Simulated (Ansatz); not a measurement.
# Honeycomb AsN bilayer (AB) in a perpendicular field, part 3 of 3

Aim: how the honeycomb AsN bilayer (AB) screens a field along its normal, and what the field does to its bands. A positive field points along +c.

Ansatz 0.2.0; plane-wave DFT, LDA, Ansatz PAW (the session's first sound run).

So far, gap along the path (eV): step 3 (atoms held, field 0) 0.303; step 5 (field -0.03 V/Å) 0.291; step 6 (field 0.15 V/Å) 0.374; step 7 (field 0.25 V/Å) 0.431; step 8 (field -0.25 V/Å) 0.218.

## (9) Response, atoms held

This step: plane-wave DFT, LDA, Ansatz PAW; response to a field along the normal, atoms held (Ansatz 0.2.0).

The dipoles give the slope, and the difference of two potentials shows where the field is screened.

This step gave:

| Quantity | Value |
| --- | --- |
| equivalent conductor thickness p/(ε₀AE) | 6.927 Å |
| distance between the outer atoms | 5.084 Å |

Table of dipole of the cell by applied field:

```csv
applied field (V/Å),dipole of the cell (e·Å)
-0.250,0.0624
-0.030,0.125
0.000,0.134
0.030,0.142
0.150,0.176
0.250,0.203
```

Local field over the applied field, running mean. From the potentials at -0.03 and 0.03 V/Å; running mean over 2.5 Å. The local field over applied field by z:

```
z (Å)  local field over applied field
  4.5                           1.000
  5.0                           0.999
  5.5                           0.996
  6.0                           0.986
  6.5                           0.958
  7.0                           0.885
  7.5                           0.751
  8.0                           0.581
  8.5                           0.397
  9.0                           0.234
  9.5                           0.120
 10.0                          0.0775
 10.5                          0.0842
 11.0                           0.114
 11.5                           0.131
 12.0                           0.124
 12.5                           0.104
 13.0                          0.0787
 13.5                          0.0637
 14.0                          0.0867
 14.5                           0.183
 15.0                           0.333
 15.5                           0.503
 16.0                           0.673
 16.5                           0.822
 17.0                           0.918
 17.5                           0.966
 18.0                           0.987
 18.5                           0.995
 19.0                           0.998
```

The induced electron density oscillates, so the rows of the table below give means over windows of 0.5 Å about each position, cut where the curve ends. Its maxima inside the range that stand out by 2 % of the span (Å: e/Å³ per V/Å): 8.37: 0.00391, 9.23: 0.00159, 10.53: -1.3e-5, 12.70: 0.00115, 14.57: -5.2e-4. Its minima: 8.94: 6.2e-4, 10.10: -7.7e-4, 11.11: -7.9e-4, 14.14: -9.0e-4, 15.29: -0.00338.

Electrons, planar mean, per unit field. The induced electron density by z; means over each step:

z (Å), induced electron density (e/Å³ per V/Å) and a bar from the least value:
```
      4.5    0.00000 ###############
      5.0    0.00001 ###############
      5.5    0.00002 ###############
      6.0    0.00006 ###############
      6.5    0.00020 ################
      7.0    0.00061 ##################
      7.5    0.00161 ######################
      8.0    0.00322 ##############################
      8.5    0.00326 ##############################
      9.0    0.00115 ####################
      9.5    0.00079 ##################
     10.0   -0.00058 ############
     10.5   -0.00017 ##############
     11.0   -0.00064 ############
     11.5   -0.00055 ############
     12.0    0.00025 ################
     12.5    0.00103 ####################
     13.0    0.00071 ##################
     13.5   -0.00006 ##############
     14.0   -0.00070 ############
     14.5   -0.00072 ###########
     15.0   -0.00247 ###
     15.5   -0.00316 
     16.0   -0.00209 #####
     16.5   -0.00104 ##########
     17.0   -0.00043 #############
     17.5   -0.00017 ##############
     18.0   -0.00006 ##############
     18.5   -0.00002 ###############
     19.0   -0.00001 ###############
```

The smaller of the gaps on the path and on the k-mesh, counted as 0 under 0.03 eV. Gap against applied field:

```csv
applied field (V/Å),gap (eV)
-0.250,0.218
-0.030,0.291
0.000,0.303
0.030,0.316
0.150,0.374
0.250,0.430
```

By hand: between -0.03 and 0.03 V/Å the dipole changes by 0.01687 e·Å, a slope of 0.2812 e·Å²/V. A perfect conductor of thickness t has p = ε₀AEt, so t = 180.95 × 0.2812 / 7.346 = 6.93 Å (e/ε₀ = 180.95 V·Å, A in Å²).

The induced dipole is that of a conductor 6.93 Å thick.

## (10) With spin-orbit coupling, k-mesh 12×12×1

This step: plane-wave DFT, PBE, fully relativistic PAW with spin-orbit coupling (Ansatz 0.2.0).

Heavy atoms split their bands by spin-orbit coupling, so this run uses fully relativistic files and two-component states.

input.yaml

```yaml
crystal:
  lattice:
    - [2.9123855612, 0.0, 0.0]
    - [-1.4561927806, 2.5221998816, 0.0]
    - [0.0, 0.0, 23.083711732]
  atoms:
    - { symbol: "N", position: [0.6666666667, 0.3333333333, 0.3898853055] }
    - { symbol: As, position: [0.3333333333, 0.6666666667, 0.4301329073] }
    - { symbol: "N", position: [0.0, 0.0, 0.5695846636] }
    - { symbol: As, position: [0.6666666667, 0.3333333333, 0.6101146945] }
kpoints:
  mp_grid: { grid: [12, 12, 1] }
  band_path:
    path: [[0, 0, 0], [0.5, 0, 0], [0.33333333, 0.33333333, 0], [0, 0, 0]]
    npoints: 16
hamiltonian:
  xc: pbe
  pseudopotentials: { kind: paw_fr }
magnetization:
  noncollinear: true
  spin_orbit: true
scf:
  occupations: { method: fermi_dirac, width: 0.05 }
  convergence: { dr2_threshold: 1.0e-09 }
efield:
  axis: 3
  dipole_correction: true
  ramp_position: 0.97
  ramp_width: 0.06
  amplitude: 0
output:
  write_potential: true
  write_density: true
  volumetric_format: npy
```

Launch:

```console
$ ansatz run input.yaml --threads 2 --pin off --max-ram 3072MiB --backend cpu --events-out ev --progress --plain --runs-dir out
```

Numbers of over 12 decimals in the logs are rounded to 6 here.

The program printed:

```text
[...]
non-collinear run that drives no moment, with spin-orbit: no starting moment large enough to seed its density (crystal.atoms[].spin), no starting occupations that ask for one, no magnetisation constraint and no magnetic field, so the semilocal B_xc is pinned to zero
Crystal: 4 atoms, lattice volume = 169.564 Å³
Basis set: ecut = 420 eV, 3293 PW (Γ)
Bands: 48, of which v1, the nominal top of the filled ones, is band 40 counted from 1 (39 counted from 0)
Symmetry: 6 space group operations + 6 with time reversal
[...]
k-points: 19 of 144 (time reversal used)
Projection manifold: j_resolved (fully-relativistic pseudo-atomic orbitals)
[...]
SCF iter   1: F=—  HF=-10481.101039 eV  |F-HF|=—  |Δ(HF+E_count)|=         —  Δρ=7.97e-2  dr2=1.56e1  dr2_m=0.00e0 (ungated)  ethr=3.10e-3  |M|=0.00e0 ∫|m|=0.00e0 μB  |m|>n=0.0e0 m-floor=0.0e0 τ_xc=0.0e0  β_m=0.30  p=0.000 e·Å  D=6.06e-8 V/Å  ΔV_dip=-0.00 eV  dr2_dipole=1.36e0  V_vac-E_F(+/−)=6.51/6.51 eV  ⟨swp⟩=9.1  Hψ=4585  notcnv=0
[...]
SCF iter   2: F=—  HF=-10484.676978 eV  |F-HF|=—  |Δ(HF+E_count)|=    3.58e0  Δρ=8.99e-2  dr2=2.06e2  dr2_m=0.00e0 (ungated)  ethr=3.10e-3  |M|=0.00e0 ∫|m|=0.00e0 μB  |m|>n=0.0e0 m-floor=0.0e0 τ_xc=0.0e0  β_m=0.22  p=0.479 e·Å  D=5.11e-1 V/Å  ΔV_dip=-11.79 eV  dr2_dipole=9.70e1  V_vac-E_F(+/−)=-0.80/10.99 eV  ⟨swp⟩=9.0  Hψ=2984  notcnv=0  defer=64  recentre
[...]
spin=Noncollinear: LDOS preconditioning applied to the charge; magnetization (m_x, m_y, m_z) channels mix plain (no charge-response kernel on spin).
SCF iter   3: F=—  HF=-10479.396274 eV  |F-HF|=—  |Δ(HF+E_count)|=    5.28e0  Δρ=5.48e-2  dr2=7.68e0  dr2_m=0.00e0 (ungated)  ethr=3.10e-3  |M|=0.00e0 ∫|m|=0.00e0 μB  |m|>n=0.0e0 m-floor=0.0e0 τ_xc=0.0e0  β_m=0.53  p=0.022 e·Å  D=2.30e-2 V/Å  ΔV_dip=-0.53 eV  dr2_dipole=7.68e-1  V_vac-E_F(+/−)=5.91/6.45 eV  ⟨swp⟩=6.4  Hψ=3026  notcnv=0  defer=12
[...]
SCF iter  15: F=-10477.864944 eV  HF=-10477.864944 eV  |F-HF|=2.35e-10  |Δ(HF+E_count)|=  7.04e-10  Δρ=1.82e-7  dr2=2.58e-10  dr2_m=0.00e0 (ungated)  ethr=2.50e-12  |M|=0.00e0 ∫|m|=0.00e0 μB  |m|>n=0.0e0 m-floor=0.0e0 τ_xc=0.0e0  p=0.130 e·Å  D=1.39e-1 V/Å  ΔV_dip=-3.20 eV  dr2_dipole=5.75e-11  V_vac-E_F(+/−)=3.97/7.17 eV  ⟨swp⟩=2.6  Hψ=1795  notcnv=0
SCF 1 converged in 15 iterations: F = -10477.864944 eV  dr2 = 2.58e-10
[...]
SCF converged after 15 iterations
Magnetization: |M| = 0.0000 μB,  M = (+0.0000, +0.0000, +0.0000) μB
Absolute magnetization: 0.0000 μB (∫|m|)
  site 0: m = (+0.0000, +0.0000, +0.0000) μB, |m| = 0.0000 μB  (R = 0.79 Å)
  site 1: m = (+0.0000, +0.0000, +0.0000) μB, |m| = 0.0000 μB  (R = 0.79 Å)
  site 2: m = (+0.0000, +0.0000, +0.0000) μB, |m| = 0.0000 μB  (R = 0.79 Å)
  site 3: m = (+0.0000, +0.0000, +0.0000) μB, |m| = 0.0000 μB  (R = 0.79 Å)
Free energy (F): -10477.864944 eV
[...]
Internal energy: -10477.863473 eV  (E = F + TS)
E sigma→0 (E₀):  -10477.864209 eV
Entropy (-TS):   -0.001470 eV (-0.368 meV/atom)
Fermi energy:    -0.340054 eV
Dipole field:    D = 0.138703 V/Å  (p = 0.129975 e·Å, saw-weighted, corrected)
Work function:   Φ+ = 3.9698 eV   Φ− = 7.1716 eV
[...]
--- Band table (eV; the first three rows and the last of 19) ---
  k-point 0: bands = [... 36 lower, -2.3007, -2.3007, -0.9105, -0.9105, 0.7934, 0.7934, 2.6292, 2.6292, ... 4 higher]
  k-point 1: bands = [... 36 lower, -2.4981, -2.4954, -0.7829, -0.7739, 1.2940, 1.3087, 3.1116, 3.1276, ... 4 higher]
  k-point 2: bands = [... 36 lower, -2.5283, -2.5275, -0.6336, -0.6303, 1.8572, 1.8689, 3.1405, 3.1830, ... 4 higher]
  k-point 18: bands = [... 36 lower, -3.1624, -3.1134, -1.9776, -1.9742, 0.5458, 0.5984, 2.0404, 2.0826, ... 4 higher]
```

Elapsed: 2.5 min, on 2 threads of Arm Neoverse N1, shared host; peak memory 0.84 GiB.

This step gave:

```yaml
energy_at_zero_smearing: -10477.8642 eV
dipole_along_the_normal: 0.1300 e·Å
gap_along_the_path: 0.3720 eV
smallest_direct_gap_along_the_path: 1.171 eV
step_between_the_vacuum_levels: -3.202 eV
ionisation_energy_upper_face: 4.192 eV
electron_affinity_upper_face: 3.820 eV
ionisation_energy_lower_face: 7.394 eV
gap_the_smaller_of_path_and_mesh: 0.3720 eV
```

The electronic bands at the labelled points (eV, zero at the Fermi level of the run, which the smearing sets inside the gap):

| point | band 37 | band 38 | band 39 | band 40 | band 41 | band 42 | band 43 | band 44 |
| --- | --- | --- | --- | --- | --- | --- | --- | --- |
| Γ | -1.96 | -1.96 | -0.57 | -0.57 | 1.13 | 1.13 | 2.97 | 2.97 |
| halfway | -2.03 | -2.01 | -0.29 | -0.26 | 1.48 | 1.48 | 2.99 | 3.00 |
| M | -3.18 | -3.18 | -1.59 | -1.59 | 0.15 | 0.15 | 1.73 | 1.73 |
| halfway | -3.05 | -3.04 | -1.50 | -1.49 | 0.94 | 0.95 | 2.55 | 2.57 |
| K | -2.82 | -2.77 | -1.64 | -1.63 | 0.89 | 0.94 | 2.38 | 2.42 |
| halfway | -1.98 | -1.96 | -0.28 | -0.26 | 2.19 | 2.21 | 3.72 | 3.73 |
| Γ | -1.96 | -1.96 | -0.57 | -0.57 | 1.13 | 1.13 | 2.97 | 2.97 |

The gap is 0.37 eV, with the valence edge 4.19 eV and the conduction edge 3.82 eV under the upper vacuum level.

## (11) With spin-orbit coupling, k-mesh 12×12×1, field 0.2 V/Å

The same in a field along the normal.

input.yaml, as its differences from that of step 10:

```diff
@@ -12,5 +12,3 @@
   mp_grid: { grid: [12, 12, 1] }
-  band_path:
-    path: [[0, 0, 0], [0.5, 0, 0], [0.33333333, 0.33333333, 0], [0, 0, 0]]
-    npoints: 16
+  band_path: { path: [[0, 0, 0], [0.12, 0, 0]], npoints: 24 }
 hamiltonian:
@@ -29,3 +27,3 @@
   ramp_width: 0.06
-  amplitude: 0
+  amplitude: 0.2
 output:
```

The program printed:

```text
[...]
Crystal: 4 atoms, lattice volume = 169.564 Å³
Basis set: ecut = 420 eV, 3293 PW (Γ)
Bands: 48, of which v1, the nominal top of the filled ones, is band 40 counted from 1 (39 counted from 0)
Symmetry: 6 space group operations + 6 with time reversal
[...]
k-points: 19 of 144 (time reversal used)
[...]
k-point 1: bands = [... 36 lower, -2.5193, -2.5168, -0.7978, -0.7886, 1.4385, 1.4541, 3.1006, 3.1179, ... 4 higher]
  k-point 2: bands = [... 36 lower, -2.4251, -2.4246, -0.6478, -0.6447, 1.9904, 2.0027, 3.3005, 3.3424, ... 4 higher]
  k-point 18: bands = [... 36 lower, -3.1775, -3.1341, -1.9881, -1.9847, 0.6618, 0.7149, 2.0326, 2.0768, ... 4 higher]
[key lines of the parts left out:]
SCF converged after 16 iterations
Magnetization: |M| = 0.0000 μB,  M = (+0.0000, +0.0000, +0.0000) μB
Free energy (F): -10477.896389 eV
Fermi energy:    -0.295167 eV
Dipole field:    D = 0.196542 V/Å  (p = 0.184174 e·Å, saw-weighted, corrected)
```

The job ended after 2 min (2 threads; peak memory 0.83 GiB; 3.3 min of CPU time).

Numbers from this step:

| Item | Value |
| --- | --- |
| energy at zero smearing | -10477.8961 eV |
| dipole along the normal | 0.1842 e·Å |
| gap along the path | 1.651 eV |
| smallest direct gap along the path | 1.860 eV |
| gap, the smaller of path and mesh | 0.5020 eV |

The dipole is 0.184 e·Å, and the gap 0.502 eV.

## (12) Spin splitting near the zone centre

This step: plane-wave DFT, PBE, fully relativistic PAW with spin-orbit coupling; spin splitting near the zone centre (Ansatz 0.2.0).

Levels that meet at the zone centre are followed outwards; a split that grows in proportion to k gives the Rashba parameter as ΔE/2k.

This step gave:

```
largest split over 2k that stays linear in k : 0.07828 eV Å
```

Groups of levels that meet at the zone centre and whose split, tested at two k, grows in proportion to k or stays under 1 meV; groups that fail this test are left out. Spin splitting, by row:

```
level at the first point (eV from the Fermi level)  states  split at k = 0.025 1/A (eV)  split over 2k (eV Å)
                                            -2.481       2                       0.0035               0.07025
                                            -2.083       2                       0.0039               0.07828
                                           -0.6323       2                       0.0025               0.05018
                                             1.228       2                       0.0037               0.07426
```

## (13) Varying the input

This step: plane-wave DFT, LDA, Ansatz PAW (Ansatz 0.2.0).

A run with a changed input: it repeats the earlier run at 0.03 V/Å with efield.amplitude from 0.03 to 0.3 and efield.dipole_correction from true to false.

input.yaml, the sections that differ from step 11:

```yaml
kpoints:
  mp_grid: { grid: [18, 18, 1] }
  band_path:
    path: [[0, 0, 0], [0.5, 0, 0], [0.33333333, 0.33333333, 0], [0, 0, 0]]
    npoints: 16
hamiltonian:
  xc: lda
scf:
  occupations: { method: fermi_dirac, width: 0.05 }
  convergence: { dr2_threshold: 1.0e-10 }
efield:
  axis: 3
  dipole_correction: false
  ramp_position: 0.97
  ramp_width: 0.06
  amplitude: 0.3
# crystal, output: as in step 11
# magnetization: removed
```

The program printed:

```text
[...]
Crystal: 4 atoms, lattice volume = 169.564 Å³
Basis set: ecut = 420 eV, 3293 PW (Γ)
Bands: 24, of which v1, the nominal top of the filled ones, is band 20 counted from 1 (19 counted from 0)
Symmetry: 6 space group operations
[...]
k-points: 37 of 324 (time reversal used)
[...]
SCF iter   1: F=—  HF=-10292.810779 eV  |F-HF|=—  |Δ(HF+E_count)|=         —  Δρ=5.33e-3  dr2=5.51e-1  ethr=1.77e-3  p=0.025 e·Å  V_vac-E_F(+/−)=8.73/3.05 eV  ⟨swp⟩=8.3  Hψ=4522  notcnv=0
[...]
SCF iter  13: F=-10292.649720 eV  HF=-10292.649720 eV  |F-HF|=4.55e-11  |Δ(HF+E_count)|=  8.49e-10  Δρ=1.42e-7  dr2=4.23e-11  ethr=1.00e-12  p=0.300 e·Å  V_vac-E_F(+/−)=8.34/3.78 eV  ⟨swp⟩=4.7  Hψ=3953  notcnv=0
SCF 1 converged in 13 iterations: F = -10292.649720 eV  dr2 = 4.23e-11
[...]
SCF converged after 13 iterations
Free energy (F): -10292.649720 eV
[...]
Internal energy: -10292.649631 eV  (E = F + TS)
E sigma→0 (E₀):  -10292.649675 eV
Entropy (-TS):   -0.000089 eV (-0.022 meV/atom)
Fermi energy:    -0.517328 eV
Dipole field:    D = 0.320640 V/Å  (p = 0.300463 e·Å, saw-weighted)
Work function:   not extracted (applied field tilts the vacuum); planar V_es + V_field profile in the machine report
[...]
--- Band table (eV; the first three rows and the last of 37) ---
  k-point 0: bands = [... 16 lower, -2.9159, -2.7205, -2.7205, -1.2830, 0.8785, 2.2192, 4.1585, 4.5474]
  k-point 1: bands = [... 16 lower, -3.1064, -2.8271, -2.7987, -1.1991, 1.1335, 2.4592, 4.2301, 4.2929]
  k-point 2: bands = [... 16 lower, -3.9735, -3.0136, -2.6834, -1.0720, 1.6611, 2.9412, 3.7328, 4.4408]
  k-point 36: bands = [... 16 lower, -4.6314, -3.5429, -3.3481, -2.3425, 0.5983, 1.6695, 3.3768, 4.3307]
```

It took 46 s on 2 threads; peak memory 0.43 GiB; 64 s of CPU time.

```
                               quantity  this run  earlier run  difference
          dipole along the normal (e·Å)    0.3005       0.1422        0.16
                gap along the path (eV)    0.6945       0.3161        0.38
smallest direct gap along the path (eV)     1.491        1.116        0.38
```

The applied field differs, and the slope found earlier predicts a dipole of 0.218 e·Å; this run gives 0.300 e·Å, 0.082 e·Å more.

With the dipole correction off, the periodic images add a field of their own to the typed one.

Besides the dipole, what moves beyond 0.01 in its unit (for the dipole 0.5 % and 5e-5 e·Å): gap along the path (+0.378 eV) and smallest direct gap along the path (+0.375 eV).

These numbers are not those of the isolated slab.

## (14) Varying the input: scf.mixing.algorithm = "msr1" and scf.mixing.beta = 0.1

Another changed input: it repeats the earlier run at 0.03 V/Å with scf.mixing.algorithm to msr1 and scf.mixing.beta to 0.1.

input.yaml, as its differences from that of step 13:

```diff
@@ -20,8 +20,9 @@
   convergence: { dr2_threshold: 1.0e-10 }
+  mixing: { algorithm: msr1, beta: 0.1 }
 efield:
   axis: 3
-  dipole_correction: false
+  dipole_correction: true
   ramp_position: 0.97
   ramp_width: 0.06
-  amplitude: 0.3
+  amplitude: 0.03
 output:
```

The program printed:

```text
[...]
Crystal: 4 atoms, lattice volume = 169.564 Å³
Basis set: ecut = 420 eV, 3293 PW (Γ)
Bands: 24, of which v1, the nominal top of the filled ones, is band 20 counted from 1 (19 counted from 0)
Symmetry: 6 space group operations
[...]
k-points: 37 of 324 (time reversal used)
[...]
SCF iter   1: F=—  HF=-10295.592937 eV  |F-HF|=—  |Δ(HF+E_count)|=         —  Δρ=7.56e-2  dr2=1.42e1  ethr=3.10e-3  p=0.009 e·Å  D=9.61e-3 V/Å  ΔV_dip=-0.22 eV  dr2_dipole=1.30e0  V_vac-E_F(+/−)=6.95/6.54 eV  ⟨swp⟩=7.4  Hψ=4341  notcnv=0
[...]
SCF iter  22: F=-10292.566517 eV  HF=-10292.566517 eV  |F-HF|=1.46e-11  |Δ(HF+E_count)|=  2.18e-11  Δρ=2.27e-8  dr2=1.67e-12  ethr=1.00e-12  p=0.142 e·Å  D=1.52e-1 V/Å  ΔV_dip=-3.50 eV  dr2_dipole=1.86e-13  V_vac-E_F(+/−)=4.41/7.28 eV  ⟨swp⟩=3.5  Hψ=2541  notcnv=0
SCF 1 converged in 22 iterations: F = -10292.566517 eV  dr2 = 1.67e-12
[...]
SCF converged after 22 iterations
Free energy (F): -10292.566517 eV
[...]
Internal energy: -10292.564434 eV  (E = F + TS)
E sigma→0 (E₀):  -10292.565475 eV
Entropy (-TS):   -0.002083 eV (-0.521 meV/atom)
Fermi energy:    -0.640574 eV
Dipole field:    D = 0.151791 V/Å  (p = 0.142239 e·Å, saw-weighted, corrected)
Work function:   not extracted (applied field tilts the vacuum); planar V_es + V_field profile in the machine report
[...]
--- Band table (eV; the first three rows and the last of 37) ---
  k-point 0: bands = [... 16 lower, -3.1902, -2.6273, -2.6273, -1.2149, 0.4720, 2.2774, 3.3519, 4.2234]
  k-point 1: bands = [... 16 lower, -3.1129, -3.0062, -2.7055, -1.1353, 0.7235, 2.5181, 3.4292, 3.9756]
  k-point 2: bands = [... 16 lower, -3.8787, -2.9685, -2.9207, -1.0126, 1.2429, 2.9786, 3.3615, 3.7509]
  k-point 36: bands = [... 16 lower, -4.9311, -3.7599, -3.3639, -2.2843, 0.2524, 1.7199, 3.0146, 4.3723]
```

Elapsed: 47 s, on 2 threads; peak memory 0.42 GiB.

This step gave:

* energy at zero smearing: -10292.5655 eV
* dipole along the normal: 0.1422 e·Å
* gap along the path: 0.3161 eV
* smallest direct gap along the path: 1.116 eV
* gap, the smaller of path and mesh: 0.3161 eV

The electronic bands at the labelled points (eV, zero at the Fermi level of the run, which the smearing sets inside the gap):

| point | band 17 | band 18 | band 19 | band 20 | band 21 | band 22 | band 23 | band 24 |
| --- | --- | --- | --- | --- | --- | --- | --- | --- |
| Γ | -2.55 | -1.99 | -1.99 | -0.57 | 1.11 | 2.92 | 3.99 | 4.86 |
| halfway | -4.54 | -3.09 | -2.00 | -0.25 | 1.41 | 2.91 | 3.79 | 5.51 |
| M | -4.03 | -3.94 | -3.17 | -1.59 | 0.11 | 1.67 | 3.92 | 5.40 |
| halfway | -4.87 | -3.38 | -3.02 | -1.49 | 0.93 | 2.52 | 4.20 | 5.00 |
| K | -4.29 | -3.12 | -2.72 | -1.64 | 0.89 | 2.36 | 3.66 | 5.01 |
| halfway | -5.09 | -4.22 | -1.93 | -0.24 | 2.15 | 3.66 | 4.09 | 4.38 |
| Γ | -2.55 | -1.99 | -1.99 | -0.57 | 1.11 | 2.92 | 3.99 | 4.86 |

```csv
quantity,this run,earlier run,difference
dipole along the normal (e·Å),0.1422,0.1422,-1.6e-6
gap along the path (eV),0.3161,0.3161,2.0e-6
smallest direct gap along the path (eV),1.116,1.116,3.0e-6
```

Nothing in the table moves by 0.01 in its unit (for the dipole 0.5 % and 5e-5 e·Å). The run took 22 SCF cycles against 17.

The path shows an indirect gap of 0.32 eV (valence top between K and Γ, conduction bottom at M). The least direct gap is 1.12 eV.

## (15) Results

```yaml
gap_without_field: 0.303 eV
ionisation_energy_upper_face: 4.42 eV
electron_affinity_upper_face: 4.11 eV
step_between_the_vacuum_levels: -3.30 eV
equivalent_conductor_thickness_atoms_held: 6.93 Å
largest_split_over_2k_that_stays_linear_in_k_at_0p2_v_a: 0.0783 eV Å
```

The induced dipole equals that of a perfect conductor 6.93 Å thick, while the outer atoms lie 5.08 Å apart; an out-of-plane ε follows only once a thickness t is chosen, by 1 − 1/ε = 6.93 Å / t. The two faces differ: the vacuum level above lies 3.30 eV lower than the one below. The gap goes from 0.30 eV to 0.22 eV at -0.25 V/Å. With the field reversed the gap is 0.43 eV at 0.25 V/Å. Semilocal functionals give gaps that are too small, and excitons are not included. The field series itself is without spin-orbit coupling.

[Logs are printed without paths, hosts, clocks, repeated set-up lines and the standing remarks that a program may print on its own settings, such as how far it seeks lower states.]

[Hosts, paths, dates, database ids (printed as entryN), source tags and the programs' standing remarks are cut or masked in the printed files.]

[Maps of the electrostatic potential energy from Ansatz leave out the sawtooth potential of an applied field or a dipole correction, so their vacuum need not be flat; planar profiles and work functions include it.]
